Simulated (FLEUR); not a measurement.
BaF2 (Frankdicksonite) under changes of volume

One of the cells (19.862 Å³/atom); the others are scaled copies at fixed shape and fractional positions:

```
Ba F
1.0
     0.00000    3.10005    3.10005
     3.10005    0.00000    3.10005
     3.10005    3.10005    0.00000
Ba F
1 2
Direct
  0.00000 0.00000 0.00000
  0.75000 0.75000 0.75000
  0.25000 0.25000 0.25000
```

```yaml
Program: FLEUR MaX-R8.1 (later development tree)
Functional: LDA
Potentials_or_basis: all-electron
Basis: FLAPW
Kmax: 4.1 1/bohr
k_mesh: 8 × 8 × 8
Occupations: fermi-dirac, width 0.05 eV
Spin: no spin polarisation
```

```csv
volume (Å³/atom),energy over the lowest point (meV/atom),gap on the mesh (eV)
18.670,0.00,6.70
19.067,4.21,6.62
19.862,21.64,6.45
20.656,?,?
21.053,65.38,6.21
```

Q: What does the run at 20.656 Å³/atom give?

A: Energy over the lowest point 48.85 meV/atom; gap on the mesh 6.29 eV.

Worked out: A Birch-Murnaghan fit of order 2 (a polynomial in V^(-2/3)) to the other rows has its minimum at 18.37 Å³/atom, just outside them, with B0 = V·E''(V) = 68 GPa. It gives 48.75 meV/atom at 20.656 Å³/atom, against the run's 48.85. A straight line through the other rows of the gap, of slope -4.1 eV per unit of ln V, gives 6.29 eV, against the run's 6.29.

Energies are extrapolated to zero smearing.

Caveats: spin-orbit coupling is left out, which moves the levels of the heavy elements.

A mesh can miss the band edges.
